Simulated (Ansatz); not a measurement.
# PbO2: the cost of one run

Method: DFT PBE, scalar-relativistic, plane waves, PAW, in Ansatz 0.2.0.

4 further runs of the same task are left out: 1 that didn't finish, 3 set aside as unsound or not needed. Runs told in other sessions of the task aren't counted.

## Step 1: The starting structure

Symmetry: Fddd, No. 70, orthorhombic system. The conventional cell has a = 4.759 Å, b = 9.522 Å, c = 14.855 Å, α = 90.00°, β = 90.00°, γ = 90.00°. Si (site symmetry 2) has 4 O at 1.62 to 1.63 Å in its first shell of neighbours. O (site symmetry -1) is surrounded by 2 Si at 1.62 Å. O (site symmetry 2) has 2 Si at 1.63 Å in its first shell of neighbours.

As a file:

```cif
data_structure
_symmetry_space_group_name_H-M 'Fddd:1'
_symmetry_Int_Tables_number 70
_cell_length_a 4.7587
_cell_length_b 9.5219
_cell_length_c 14.8552
_cell_angle_alpha 90.000
_cell_angle_beta 90.000
_cell_angle_gamma 90.000
_cell_volume 673.12
loop_
_atom_site_label
_atom_site_type_symbol
_atom_site_symmetry_multiplicity
_atom_site_Wyckoff_symbol
_atom_site_fract_x
_atom_site_fract_y
_atom_site_fract_z
_atom_site_occupancy
Si1 Si 16 g 0.75000 0.75000 0.56316 1
O1 O 16 d 0.87500 0.62500 0.87500 1
O2 O 16 f 0.50000 0.68621 0.00000 1
```

It goes back to an entry of the Materials Project, which need not be the stable form.

It is the result of an earlier relaxation at this level (volume 14.02 Å³/atom; gap on the mesh: 5.60 eV).

## Step 2: Si → Pb: the starting cell

PbO2 starts from the relaxed positions of SiO2, with all lengths scaled by 1.087, a guess from tabulated radii.

## Step 3: Quick check of gap, pressure and forces (PbO2)

Input file input.yaml:

```yaml
crystal:
  lattice:
    - [0.0, 5.1757483552, 8.0747292421]
    - [2.5866545935, 0.0, 8.0747292421]
    - [2.5866545935, 5.1757483552, 0.0]
  atoms:
    - { symbol: Pb, position: [0.5631578757, 0.5631578757, 0.9368421243] }
    - { symbol: Pb, position: [0.3131578757, 0.3131578757, 0.6868421243] }
    - { symbol: Pb, position: [0.6868421243, 0.6868421243, 0.3131578757] }
    - { symbol: Pb, position: [0.9368421243, 0.9368421243, 0.5631578757] }
    - { symbol: O, position: [0.625, 0.125, 0.625] }
    - { symbol: O, position: [0.625, 0.625, 0.125] }
    - { symbol: O, position: [0.625, 0.625, 0.625] }
    - { symbol: O, position: [0.125, 0.625, 0.625] }
    - { symbol: O, position: [0.1862134379, 0.8137865621, 0.1862134379] }
    - { symbol: O, position: [0.8137865621, 0.1862134379, 0.8137865621] }
    - { symbol: O, position: [0.4362134379, 0.0637865621, 0.4362134379] }
    - { symbol: O, position: [0.0637865621, 0.4362134379, 0.0637865621] }
basis:
  ecutwfc: 420
kpoints:
  mp_grid: { grid: [4, 4, 4] }
hamiltonian:
  xc: pbe
scf:
  occupations: { method: gaussian, width: 0.1 }
output:
  forces: true
  stress: true
  eigenvalues: true
```

Run with:

```
$ ansatz run input.yaml --threads 2 --pin off --max-ram 5120MiB --backend cpu --events-out ev --progress --plain --runs-dir out
```

Q: Estimate wall time and peak memory on 2 threads of Arm Neoverse V1, shared host.

About 11 s, with a peak of 0.64 GiB.
